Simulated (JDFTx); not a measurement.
# Al (Fm-3m) in JDFTx: equation of state

How stiff is Al in PBEsol, and what volume does it want? The cell is scaled to several volumes.

Program: JDFTx 1.7.0 (patched build). These are calculated values, not measurements. Logs are shortened: lines on timing, memory, paths and dates and some standing lists are left out, and cuts for length are marked. The log counts tension as positive stress, the text compression.

**The experiment to reproduce.**

From “The interpretation of polycrystalline coherent inelastic neutron scattering from aluminium”, 2013, pmc:3831299, for a bulk crystal of Al: bulk modulus 76.9 GPa.

The results are compared with them further down.

### 1 The structure

Symmetry: Fm-3m, No. 225, cubic system. Conventional cell: a = 4.050 Å, b = 4.050 Å, c = 4.050 Å, α = 90.00°, β = 90.00°, γ = 90.00°. Al (site symmetry m-3m) is surrounded by 12 Al at 2.86 Å.

### 2 Equation of state, PBEsol, 15.61 Å³/atom (volume scaled by 0.94)

Al.in

```
lattice \
    0.0000000000     3.7482166844     3.7482166844 \
    3.7482166844     0.0000000000     3.7482166844 \
    3.7482166844     3.7482166844     0.0000000000
coords-type Lattice
ion Al     0.0000000000     0.0000000000     0.0000000000 1

ion-species pseudo/Al.upf
elec-cutoff 20
elec-ex-corr gga-PBEsol
kpoint-folding 11 11 11
elec-smearing Fermi 0.0018374661
elec-n-bands 6
electronic-SCF nIterations 100 energyDiffThreshold 1e-09
electronic-minimize nIterations 30 energyDiffThreshold 1e-7
forces-output-coords Cartesian

dump-name run.$VAR
dump End Ecomponents EigStats BandEigs Kpoints Forces Stress
```

Potentials or basis: PseudoDojo-SR-PBEsol-0.4.1-standard with smoothed tails.

Launch:

```sh
$ jdftx -c 1 -i Al.in -o Al.out
```

Output:

```text
*************** JDFTx 1.7.0 (patched build) ***************

[... 9 lines left out ...]
---------- Initializing the Grid ----------
R =
[            0      3.74822      3.74822  ]
[      3.74822            0      3.74822  ]
[      3.74822      3.74822            0  ]
unit cell volume = 105.318
G =
[  -0.838157   0.838157   0.838157  ]
[   0.838157  -0.838157   0.838157  ]
[   0.838157   0.838157  -0.838157  ]
Minimum fftbox size, Smin = [  24  24  24  ]
Chosen fftbox size, S = [  24  24  24  ]

---------- Exchange Correlation functional ----------
Initalized PBEsol GGA exchange.
Initalized PBEsol GGA correlation.

---------- Setting up pseudopotentials ----------
Width of ionic core gaussian charges (only for fluid interactions / plotting) set to 0

Reading pseudopotential file 'pseudo/Al.upf':
  'Al' pseudopotential, 'PBESOL' functional
  Generated using ONCVPSP code by D. R. Hamann
  3 valence electrons, 2 orbitals, 6 projectors, 1001 radial grid points, with lMax = 2
    3S    l: 0   occupation:  2.0   eigenvalue: -0.283523
    3P    l: 1   occupation:  1.0   eigenvalue: -0.098840
  Core radius for overlap checks: 1.74 bohrs.

Initialized 1 species with 1 total atoms.

Folded 1 k-points by 11x11x11 to 1331 k-points.

---------- Setting up k-points, bands, fillings ----------
Reduced to 56 k-points under symmetry.
Computing the number of bands and number of electrons
Calculating initial fillings.
nElectrons:   3.000000   nBands: 6   nStates: 56

----- Setting up reduced wavefunction bases (one per k-point) -----
average nbasis = 449.896 , ideal nbasis = 449.928

---------- Setting up ewald sum ----------
Optimum gaussian width for ewald sums = 1.910852 bohr.
Real space sum over 2197 unit cells with max indices [  6  6  6  ]
Reciprocal space sum over 2197 terms with max indices [  6  6  6  ]

---------- Allocating electronic variables ----------
Initializing wave functions:  linear combination of atomic orbitals
Note: number of bands (6) exceeds available atomic orbitals (4)
Al pseudo-atom occupations:   s ( 2 )  p ( 1 )
	FillingsUpdate:  mu: +0.333165106  nElectrons: 3.000000
LCAOMinimize: Iter:   0  F: -2.0723398547032787  |grad|_K:  1.541e-04  alpha:  1.000e+00
	FillingsUpdate:  mu: +0.333189524  nElectrons: 3.000000
LCAOMinimize: Iter:   1  F: -2.0723630488799962  |grad|_K:  1.237e-06  alpha:  9.681e-01  linmin:  5.337e-02  cgtest: -4.366e-01
	FillingsUpdate:  mu: +0.333189483  nElectrons: 3.000000
LCAOMinimize: Iter:   2  F: -2.0723630500957264  |grad|_K:  5.456e-07  alpha:  9.761e-01  linmin:  1.774e-04  cgtest:  4.463e-01
LCAOMinimize: Encountered beta<0, resetting CG.
	FillingsUpdate:  mu: +0.333189396  nElectrons: 3.000000
LCAOMinimize: Iter:   3  F: -2.0723630503847792  |grad|_K:  3.707e-09  alpha:  9.643e-01  linmin: -2.391e-03  cgtest:  1.826e-02
LCAOMinimize: Encountered beta<0, resetting CG.
LCAOMinimize: Converged (|Delta F|<1.000000e-06 for 2 iters).

-------- Electronic minimization -----------
Will mix electronic density at each iteration.
	FillingsUpdate:  mu: +0.333189396  nElectrons: 3.000000
	FillingsUpdate:  mu: +0.310943845  nElectrons: 3.000000
SCF: Cycle:  0   F: -2.098732311122880   dF: -2.637e-02   |Residual|: 7.920e-03   |deigs|: 7.270e-01
	FillingsUpdate:  mu: +0.310761595  nElectrons: 3.000000
SCF: Cycle:  1   F: -2.098959450209429   dF: -2.271e-04   |Residual|: 4.451e-03   |deigs|: 1.113e-02
	FillingsUpdate:  mu: +0.310751189  nElectrons: 3.000000
SCF: Cycle:  2   F: -2.098975031096092   dF: -1.558e-05   |Residual|: 2.294e-04   |deigs|: 2.971e-03
	FillingsUpdate:  mu: +0.310750364  nElectrons: 3.000000
SCF: Cycle:  3   F: -2.098976363910744   dF: -1.333e-06   |Residual|: 1.045e-04   |deigs|: 1.010e-03
	FillingsUpdate:  mu: +0.310750093  nElectrons: 3.000000
SCF: Cycle:  4   F: -2.098976750125582   dF: -3.862e-07   |Residual|: 1.161e-05   |deigs|: 5.497e-04
	FillingsUpdate:  mu: +0.310750265  nElectrons: 3.000000
SCF: Cycle:  5   F: -2.098976826517972   dF: -7.639e-08   |Residual|: 6.991e-06   |deigs|: 4.255e-04
	FillingsUpdate:  mu: +0.310750465  nElectrons: 3.000000
SCF: Cycle:  6   F: -2.098976854637959   dF: -2.812e-08   |Residual|: 1.384e-06   |deigs|: 5.330e-04
	FillingsUpdate:  mu: +0.310750467  nElectrons: 3.000000
SCF: Cycle:  7   F: -2.098976859510732   dF: -4.873e-09   |Residual|: 1.594e-06   |deigs|: 5.697e-04
	FillingsUpdate:  mu: +0.310750554  nElectrons: 3.000000
SCF: Cycle:  8   F: -2.098976861714213   dF: -2.203e-09   |Residual|: 1.205e-06   |deigs|: 1.119e-03
	FillingsUpdate:  mu: +0.310750523  nElectrons: 3.000000
SCF: Cycle:  9   F: -2.098976862024781   dF: -3.106e-10   |Residual|: 1.211e-07   |deigs|: 4.410e-04
	FillingsUpdate:  mu: +0.310750521  nElectrons: 3.000000
SCF: Cycle: 10   F: -2.098976862173646   dF: -1.489e-10   |Residual|: 2.882e-07   |deigs|: 3.977e-04
SCF: Converged (|Delta E|<1.000000e-09 for 2 iters).

Setting wave functions to eigenvectors of Hamiltonian

# Stress tensor in Cartesian coordinates [Eh/a0^3]:
[ -0.000110952            0            0  ]
[            0 -0.000110952            0  ]
[            0            0 -0.000110952  ]

# Ionic positions in lattice coordinates:
ion Al   0.000000000000000   0.000000000000000   0.000000000000000 1

# Forces in Cartesian coordinates:
force Al  -0.000000000000000  -0.000000000000000  -0.000000000000000 1

# Energy components:
   Eewald =       -2.7522260678500303
       EH =        0.0039160759730244
     Eloc =        0.2194560597997813
      Enl =        0.4207657694948492
      Exc =       -1.0975921503715387
 Exc_core =        0.2212811374022003
       KE =        0.8855646317123159
-------------------------------------
     Etot =       -2.0988345438393985
       TS =        0.0001423183342475
-------------------------------------
        F =       -2.0989768621736458

IonicMinimize: Iter:   0  F: -2.098976862173646  |grad|_K:  0.000e+00
IonicMinimize: Converged (|grad|_K<1.000000e-04).

#--- Lowdin population analysis ---
# oxidation-state Al +0.046

Dumping 'run.eigStats' ...
	eMin: -0.112559 at state 0 ( [ +0.000000 +0.000000 +0.000000 ] spin 0 )
	HOMO: +0.309178 at state 32 ( [ +0.000000 +0.363636 -0.454545 ] spin 0 )
	mu  : +0.310751
	LUMO: +0.312039 at state 38 ( [ +0.090909 +0.181818 +0.454545 ] spin 0 )
	eMax: +1.006692 at state 28 ( [ +0.000000 +0.272727 -0.363636 ] spin 0 )
	HOMO-LUMO gap: +0.002861
	Optical gap  : +0.029215 at state 32 ( [ +0.000000 +0.363636 -0.454545 ] spin 0 )
Done!
```

Wall time 4.1 s (1 thread of Intel Xeon 6975P-C (Granite Rapids), shared host); peak memory 0.05 GiB.

What came out:

* Free energy: -57.1161 eV
* Pressure: 3.3 GPa
* Band gap on the k mesh: none (metal or under the smearing width)

### 3 Equation of state, PBEsol, 15.94 Å³/atom (volume scaled by 0.96)

Al.in, as its differences from that of step 2:

```diff
@@ -1,5 +1,5 @@
 lattice \
-    0.0000000000     3.7482166844     3.7482166844 \
-    3.7482166844     0.0000000000     3.7482166844 \
-    3.7482166844     3.7482166844     0.0000000000
+    0.0000000000     3.7746134462     3.7746134462 \
+    3.7746134462     0.0000000000     3.7746134462 \
+    3.7746134462     3.7746134462     0.0000000000
 coords-type Lattice
```

Potentials or basis: PseudoDojo-SR-PBEsol-0.4.1-standard with smoothed tails.

Launch:

```sh
$ jdftx -c 1 -i Al.in -o Al.out
```

Run time: 4.3 s. Hardware: 1 thread of Intel Xeon 6975P-C (Granite Rapids), shared host; peak memory 0.05 GiB.

Results (log left out):

```
Free energy            : -57.1208 eV
Pressure               : 1.3 GPa
Band gap on the k mesh : none (metal or under the smearing width)
```

### 4 Equation of state, PBEsol, 16.27 Å³/atom (volume scaled by 0.98)

Al.in, as its differences from that of step 3:

```diff
@@ -1,5 +1,5 @@
 lattice \
-    0.0000000000     3.7746134462     3.7746134462 \
-    3.7746134462     0.0000000000     3.7746134462 \
-    3.7746134462     3.7746134462     0.0000000000
+    0.0000000000     3.8006460856     3.8006460856 \
+    3.8006460856     0.0000000000     3.8006460856 \
+    3.8006460856     3.8006460856     0.0000000000
 coords-type Lattice
```

Launch:

```sh
$ jdftx -c 1 -i Al.in -o Al.out
```

It took 4.4 s on 1 thread of Intel Xeon 6975P-C (Granite Rapids), shared host; peak memory 0.05 GiB.

Results (log left out):

| Property | Result |
| --- | --- |
| Free energy | -57.1216 eV |
| Pressure | -0.5 GPa |
| Band gap on the k mesh | none (metal or under the smearing width) |

### 5 Equation of state, PBEsol, 16.60 Å³/atom

Al.in, as its differences from that of step 4:

```diff
@@ -1,5 +1,5 @@
 lattice \
-    0.0000000000     3.8006460856     3.8006460856 \
-    3.8006460856     0.0000000000     3.8006460856 \
-    3.8006460856     3.8006460856     0.0000000000
+    0.0000000000     3.8263269058     3.8263269058 \
+    3.8263269058     0.0000000000     3.8263269058 \
+    3.8263269058     3.8263269058     0.0000000000
 coords-type Lattice
```

Launch:

```sh
$ jdftx -c 1 -i Al.in -o Al.out
```

It took 4.1 s on 1 thread of Intel Xeon 6975P-C (Granite Rapids), shared host; peak memory 0.05 GiB.

It converged, with:

```yaml
Free_energy: -57.1190 eV
Pressure: -2.1 GPa
Band_gap_on_the_k_mesh: none (metal or under the smearing width)
```

### 6 Equation of state, PBEsol, 16.93 Å³/atom (volume scaled by 1.02)

Al.in, as its differences from that of step 5:

```diff
@@ -1,5 +1,5 @@
 lattice \
-    0.0000000000     3.8263269058     3.8263269058 \
-    3.8263269058     0.0000000000     3.8263269058 \
-    3.8263269058     3.8263269058     0.0000000000
+    0.0000000000     3.8516675575     3.8516675575 \
+    3.8516675575     0.0000000000     3.8516675575 \
+    3.8516675575     3.8516675575     0.0000000000
 coords-type Lattice
```

Potentials or basis: PseudoDojo-SR-PBEsol-0.4.1-standard with smoothed tails.

Launch:

```sh
$ jdftx -c 1 -i Al.in -o Al.out
```

Wall time 4.3 s (1 thread of Intel Xeon 6975P-C (Granite Rapids), shared host); peak memory 0.05 GiB.

Results (log left out):

| Property | Result |
| --- | --- |
| Free energy | -57.1132 eV |
| Pressure | -3.5 GPa |
| Band gap on the k mesh | none (metal or under the smearing width) |

### 7 Equation of state, PBEsol, 17.27 Å³/atom (volume scaled by 1.04)

Al.in, as its differences from that of step 6:

```diff
@@ -1,5 +1,5 @@
 lattice \
-    0.0000000000     3.8516675575     3.8516675575 \
-    3.8516675575     0.0000000000     3.8516675575 \
-    3.8516675575     3.8516675575     0.0000000000
+    0.0000000000     3.8766790868     3.8766790868 \
+    3.8766790868     0.0000000000     3.8766790868 \
+    3.8766790868     3.8766790868     0.0000000000
 coords-type Lattice
```

Launch:

```sh
$ jdftx -c 1 -i Al.in -o Al.out
```

Wall time 4.3 s (1 thread of Intel Xeon 6975P-C (Granite Rapids), shared host); peak memory 0.05 GiB.

It converged, with:

```yaml
Free_energy: -57.1047 eV
Pressure: -4.7 GPa
Band_gap_on_the_k_mesh: none (metal or under the smearing width)
```

### 8 Equation of state, PBEsol, 17.60 Å³/atom (volume scaled by 1.06)

Al.in, as its differences from that of step 7:

```diff
@@ -1,5 +1,5 @@
 lattice \
-    0.0000000000     3.8766790868     3.8766790868 \
-    3.8766790868     0.0000000000     3.8766790868 \
-    3.8766790868     3.8766790868     0.0000000000
+    0.0000000000     3.9013719759     3.9013719759 \
+    3.9013719759     0.0000000000     3.9013719759 \
+    3.9013719759     3.9013719759     0.0000000000
 coords-type Lattice
```

Potentials or basis: PseudoDojo-SR-PBEsol-0.4.1-standard with smoothed tails.

Launch:

```sh
$ jdftx -c 1 -i Al.in -o Al.out
```

Output:

```text
*************** JDFTx 1.7.0 (patched build) ***************

[... 9 lines left out ...]
---------- Initializing the Grid ----------
R =
[            0      3.90137      3.90137  ]
[      3.90137            0      3.90137  ]
[      3.90137      3.90137            0  ]
unit cell volume = 118.763
G =
[  -0.805253   0.805253   0.805253  ]
[   0.805253  -0.805253   0.805253  ]
[   0.805253   0.805253  -0.805253  ]
Minimum fftbox size, Smin = [  24  24  24  ]
Chosen fftbox size, S = [  24  24  24  ]

---------- Exchange Correlation functional ----------
Initalized PBEsol GGA exchange.
Initalized PBEsol GGA correlation.

---------- Setting up pseudopotentials ----------
Width of ionic core gaussian charges (only for fluid interactions / plotting) set to 0

Reading pseudopotential file 'pseudo/Al.upf':
  'Al' pseudopotential, 'PBESOL' functional
  Generated using ONCVPSP code by D. R. Hamann
  3 valence electrons, 2 orbitals, 6 projectors, 1001 radial grid points, with lMax = 2
    3S    l: 0   occupation:  2.0   eigenvalue: -0.283523
    3P    l: 1   occupation:  1.0   eigenvalue: -0.098840
  Core radius for overlap checks: 1.74 bohrs.

Initialized 1 species with 1 total atoms.

Folded 1 k-points by 11x11x11 to 1331 k-points.

---------- Setting up k-points, bands, fillings ----------
Reduced to 56 k-points under symmetry.
Computing the number of bands and number of electrons
Calculating initial fillings.
nElectrons:   3.000000   nBands: 6   nStates: 56
[... 35 lines left out ...]
SCF: Cycle:  3   F: -2.098155267339559   dF: -1.140e-06   |Residual|: 1.214e-04   |deigs|: 5.651e-04
	FillingsUpdate:  mu: +0.265979945  nElectrons: 3.000000
SCF: Cycle:  4   F: -2.098155620881751   dF: -3.535e-07   |Residual|: 1.740e-05   |deigs|: 6.690e-04
	FillingsUpdate:  mu: +0.265980481  nElectrons: 3.000000
SCF: Cycle:  5   F: -2.098155678326376   dF: -5.744e-08   |Residual|: 7.249e-06   |deigs|: 3.020e-04
	FillingsUpdate:  mu: +0.265980838  nElectrons: 3.000000
SCF: Cycle:  6   F: -2.098155700587109   dF: -2.226e-08   |Residual|: 1.774e-06   |deigs|: 3.626e-04
	FillingsUpdate:  mu: +0.265980852  nElectrons: 3.000000
SCF: Cycle:  7   F: -2.098155704035441   dF: -3.448e-09   |Residual|: 1.465e-06   |deigs|: 2.210e-04
	FillingsUpdate:  mu: +0.265980867  nElectrons: 3.000000
SCF: Cycle:  8   F: -2.098155705663033   dF: -1.628e-09   |Residual|: 1.402e-06   |deigs|: 1.620e-04
	FillingsUpdate:  mu: +0.265980896  nElectrons: 3.000000
SCF: Cycle:  9   F: -2.098155705860193   dF: -1.972e-10   |Residual|: 1.037e-06   |deigs|: 6.311e-05
	FillingsUpdate:  mu: +0.265980964  nElectrons: 3.000000
SCF: Cycle: 10   F: -2.098155705968185   dF: -1.080e-10   |Residual|: 6.499e-07   |deigs|: 1.597e-04
SCF: Converged (|Delta E|<1.000000e-09 for 2 iters).

Setting wave functions to eigenvectors of Hamiltonian

# Stress tensor in Cartesian coordinates [Eh/a0^3]:
[  0.000199307            0            0  ]
[            0  0.000199307            0  ]
[            0            0  0.000199307  ]

# Ionic positions in lattice coordinates:
ion Al   0.000000000000000   0.000000000000000   0.000000000000000 1

# Forces in Cartesian coordinates:
force Al  -0.000000000000000   0.000000000000000   0.000000000000000 1

# Energy components:
   Eewald =       -2.6441825415471336
       EH =        0.0034394509912810
     Eloc =        0.1589957057593568
      Enl =        0.4069622075960966
      Exc =       -1.0657146017584704
 Exc_core =        0.2212785292139131
       KE =        0.8212178741902635
-------------------------------------
     Etot =       -2.0980033755546934
       TS =        0.0001523304134922
-------------------------------------
        F =       -2.0981557059681855

IonicMinimize: Iter:   0  F: -2.098155705968185  |grad|_K:  0.000e+00
IonicMinimize: Converged (|grad|_K<1.000000e-04).

#--- Lowdin population analysis ---
# oxidation-state Al +0.042

Dumping 'run.eigStats' ...
	eMin: -0.127601 at state 0 ( [ +0.000000 +0.000000 +0.000000 ] spin 0 )
	HOMO: +0.257176 at state 44 ( [ +0.090909 +0.272727 -0.272727 ] spin 0 )
	mu  : +0.265981
	LUMO: +0.266169 at state 32 ( [ +0.000000 +0.363636 -0.454545 ] spin 0 )
	eMax: +0.911976 at state 28 ( [ +0.000000 +0.272727 -0.363636 ] spin 0 )
	HOMO-LUMO gap: +0.008993
	Optical gap  : +0.046010 at state 55 ( [ +0.181818 +0.454545 -0.272727 ] spin 0 )
Done!
[note: the HOMO, LUMO and gaps printed at the end count levels as full or empty at half filling, so they show a gap where a level is partly filled]
```

It took 4.4 s on 1 thread of Intel Xeon 6975P-C (Granite Rapids), shared host; peak memory 0.05 GiB.

What came out:

| Quantity | Value |
| --- | --- |
| Free energy | -57.0937 eV |
| Pressure | -5.9 GPa |
| Band gap on the k mesh | none (metal or under the smearing width) |

### 9 Equation of state, PBEsol

Potentials or basis: PseudoDojo-SR-PBEsol-0.4.1-standard with smoothed tails.

No new run: the results of the series are fitted here.

What came out:

| Item | Value |
| --- | --- |
| Equilibrium volume | 16.18 Å³/atom |
| Bulk modulus | 84 GPa |
| Pressure derivative of the bulk modulus | 4.5 |

Energy against volume, from the lowest point:
```tsv
volume (Å³/atom)	energy (meV/atom)
15.607	5.55
15.939	0.84
16.271	0.00
16.603	2.63
16.935	8.38
17.267	16.90
17.599	27.90
```

### 10 Against experiment

Step 9. A measured bulk modulus of Al is 76.9 GPa (quoted in “The interpretation of polycrystalline coherent inelastic neutron scattering from aluminium”, 2013, pmc:3831299); the calculated 84 GPa misses it by +9.3 %. The fit is for a static lattice scaled at fixed shape and fixed fractional positions. The cell as given is a measured one (16.60 Å³/atom); PBEsol puts the equilibrium volume -2.5 % from it, thermal expansion not counted.
